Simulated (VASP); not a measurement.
System: MgO (rock salt type), 2 atoms in the cell.

Method: HSE06, plane waves, standard recommended PAW potentials (VASP 6.6.1).

Cutoff 525 eV; orbitals from an earlier step on the same cell; potentials Mg_pv O; PREC = Accurate; HFSCREEN = 0.208; HFRCUT = -1; PRECFOCK = Normal; k-mesh 2×2×2 Γ-centred; Fermi–Dirac smearing of 0.02 eV; no spin polarisation.

```xyz
2
Lattice="0.0000 2.1250 2.1250 2.1250 0.0000 2.1250 2.1250 2.1250 0.0000" Properties=species:S:1:pos:R:3 pbc="T T T"
Mg    0.0000    0.0000    0.0000
O     2.1250    2.1250    2.1250
```

Problem. Would the cell expand or shrink if it were free to relax?

Solution. The pressure is -0.76 GPa, so at these settings the cell is stretched and would shrink.

Problem. Metal or insulator on this mesh?

Solution. Gapped, with 6.19 eV between the highest filled and lowest empty level on the mesh.

VASP prints the stress at a fixed plane-wave basis, so it holds the Pulay stress of this cutoff.

The k-mesh is coarse, so these values belong to this mesh and can lie far from the converged ones. A gap read on the mesh is an upper bound of this method's gap, since the mesh can miss a band edge. Potentials made with PBE were used with another functional.
